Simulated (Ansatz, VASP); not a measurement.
## HfC in VASP and in Ansatz

File INCAR:

```
SYSTEM = HfC
PREC = Accurate ; ENCUT = 600
EDIFF = 1E-6 ; ISMEAR = 0
SIGMA = 0.1 ; LREAL = .False.
LASPH = .True. ; NELM = 60
ALGO = Normal ; ISIF = 3
LWAVE = .False. ; LCHARG = .False.
GGA = PE ; IBRION = 2
NSW = 100 ; EDIFFG = -0.01
```

File KPOINTS:

```
Automatic mesh
0
Gamma
  16 16 16
  0 0 0
```

POSCAR

```
HfC
1.0
    0.0000000000      2.3250000000      2.3250000000
    2.3250000000      0.0000000000      2.3250000000
    2.3250000000      2.3250000000      0.0000000000
Hf C
1 1
Direct
    0.5000000000      0.5000000000      0.5000000000
    0.0000000000      0.0000000000      0.0000000000
```

Input for Ansatz:

```yaml
crystal:
  lattice:
    - [0.0, 2.325, 2.325]
    - [2.325, 0.0, 2.325]
    - [2.325, 2.325, 0.0]
  atoms:
    - { symbol: Hf, position: [0.5, 0.5, 0.5] }
    - { symbol: C, position: [0.0, 0.0, 0.0] }
basis:
  ecutwfc: 420
kpoints:
  mp_grid: { grid: [16, 16, 16] }
hamiltonian:
  xc: pbe
scf:
  occupations: { method: gaussian, width: 0.1 }
output:
  forces: true
  stress: true
  eigenvalues: true
relax:
  adjacent_minimum: "off"
  f_tol: 0.005
  max_steps: 80
  cell: { stress_tol: 0.05 }
```

Alike in both runs: task relaxation of cell and atoms; functional PBE; k mesh 16 × 16 × 16; occupations gaussian, width 0.1 eV; no spin polarisation.

|  | VASP | Ansatz |
| --- | --- | --- |
| version | VASP 6.6.1 | Ansatz 0.2.0 |
| potentials or method | VASP PAW PBE potentials, release 64 (Hf_pv, C) | scalar-relativistic, plane waves, PAW |
| plane-wave cutoff (eV) | 600 | 420 |
| valence electrons in the cell | 14 | 30 |

```csv
,VASP,Ansatz,Ansatz less VASP
"gap on the k mesh at the Fermi level, each at its own relaxed structure (eV)",none,none,-
relaxed volume (Å³/atom),12.54,12.58,+0.040
relaxed cell length with the largest relative difference (Å),3.286,3.289,+0.0035
```

A gap of «none» marks a metal or a gap that the smearing closes. The two sets of potentials don't hold the same shells in valence.

The runs have no spin-orbit coupling, so splittings on Hf are missing.
